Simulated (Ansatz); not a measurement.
**Two Ansatz runs on KCl**

Structure: COD 9003114, as refined from experiment and not relaxed. The listed cell was then made from it by scaling, straining or moving an atom.

First run: DFT, PBE, all-electron LAPW, scalar-relativistic (Ansatz 0.2.0).

Command: `ansatz run input.yaml --threads 1 --pin off --max-ram 2048MiB --backend cpu --events-out ev --progress --plain --runs-dir out` The run took 3.4 s on 1 thread of Intel(R) Xeon(R) Platinum 8488C (Sapphire Rapids) (shared host), peak memory 0.28 GiB.

```yaml
crystal:
  lattice:
    - [0.0, 3.0922197893, 3.0922197893]
    - [3.0922197893, 0.0, 3.0922197893]
    - [3.0922197893, 3.0922197893, 0.0]
  atoms:
    - { symbol: K, position: [0.0, 0.0, 0.0] }
    - { symbol: Cl, position: [0.5, 0.5, 0.5] }
kpoints:
  mp_grid: { grid: [7, 7, 7] }
scf:
  occupations: { method: fermi_dirac, width: 0.03 }
hamiltonian:
  xc: pbe
  pseudopotentials: { kind: all_electron, lapw: { basis_error: 0.0005 } }
output:
  forces: true
  stress: true
  eigenvalues: true
```

Result: converged; pressure 1.92 GPa; gap on the k mesh 5.37 eV (the mesh can miss the band edges); 6 SCF iterations.

The input is then changed:

```diff
@@ -7,4 +7,5 @@
     - { symbol: K, position: [0.0, 0.0, 0.0] }
     - { symbol: Cl, position: [0.5, 0.5, 0.5] }
+  symmetry: { detect: false }
 kpoints:
   mp_grid: { grid: [7, 7, 7] }
@@ -18,3 +19,5 @@
   stress: true
   eigenvalues: true
+magnetization:
+  spin_polarized: true
```

What does the second run give?

It converged; pressure 1.92 GPa; moment 0.00 μB; 7 SCF iterations.
